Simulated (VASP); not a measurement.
## GeSe: single point with PBE+D3(BJ)

The system is GeSe.

```xyz
8
Lattice="10.8330 0.0000 0.0000 0.0000 3.8355 0.0000 0.0000 0.0000 4.3954" Properties=species:S:1:pos:R:3 pbc="T T T"
Ge    4.1056    2.8766    2.6869
Ge    1.3109    0.9589    0.4892
Ge    9.5221    2.8766    3.9062
Ge    6.7274    0.9589    1.7085
Se    1.5870    2.8766    2.1872
Se    3.8295    0.9589    4.3849
Se    7.0035    2.8766    0.0105
Se    9.2460    0.9589    2.2082
```

```json
{
  "Program": "VASP 6.6.1",
  "Task": "single point",
  "Functional": "PBE",
  "Dispersion": "D3(BJ)",
  "Potentials or basis": "VASP PAW PBE potentials, release 64 (Ge_d, Se)",
  "Cutoff": "520 eV",
  "k mesh": "2 × 6 × 4",
  "Occupations": "gaussian, width 0.1 eV",
  "Spin": "no spin polarisation",
  "Dipole correction": "no",
  "Further INCAR settings": "ALGO = Fast; EDIFF = 1e-07; NBANDS = 50"
}
```

* Pressure: 2.6 GPa
* Largest force: 0.110 eV/Å
* Band gap on the k mesh: 0.80 eV, direct
* Dispersion energy per atom: -0.360 eV

Forces in eV/Å, atoms in the order of the input:
```
Ge   0.026  0.000 -0.066
Ge  -0.026  0.000 -0.066
Ge   0.026  0.000  0.066
Ge  -0.026  0.000  0.066
Se  -0.080  0.000  0.075
Se   0.080  0.000  0.075
Se  -0.080  0.000 -0.075
Se   0.080  0.000 -0.075
```

Stress tensor (GPa, compression positive):
```
2.67 0.00 0.00
0.00 2.73 0.00
0.00 0.00 2.32
```

Levels at points of the mesh, in eV from the valence-band top:
```
           k point  band 36  band 37  band 38  band 39  band 40  band 41  band 42  band 43  band 44  band 45
(0.00, 0.00, 0.00)    -1.75    -1.28    -0.93    -0.71     0.00     0.80     2.74     2.79     2.79     3.12
(0.50, 0.00, 0.00)    -1.99    -1.59    -1.59    -0.29    -0.29     2.43     2.43     2.56     2.56     3.64
(0.00, 0.50, 0.00)    -1.86    -1.33    -1.33    -1.07    -1.07     1.29     1.29     1.34     1.34     1.93
(0.50, 0.50, 0.00)    -2.20    -1.45    -1.45    -1.45    -1.45     1.64     1.64     1.64     1.64     2.22
(0.00, 0.00, 0.50)    -1.25    -0.87    -0.87    -0.24    -0.24     1.39     1.39     2.17     2.17     2.27
(0.50, 0.00, 0.50)    -1.81    -0.48    -0.48    -0.36    -0.36     1.43     1.43     2.14     2.14     2.34
(0.00, 0.50, 0.50)    -3.30    -2.11    -2.11    -1.41    -1.41     3.00     3.00     3.37     3.37     5.07
(0.50, 0.50, 0.50)    -3.95    -1.36    -1.36    -1.36    -1.36     2.65     2.65     2.65     2.65     5.07
```

Wall time 2.1 min on 1 thread of Intel(R) Xeon(R) Platinum 8559C (Emerald Rapids), with other jobs on the host, peak memory 0.38 GiB.

A k mesh can miss the band edges.
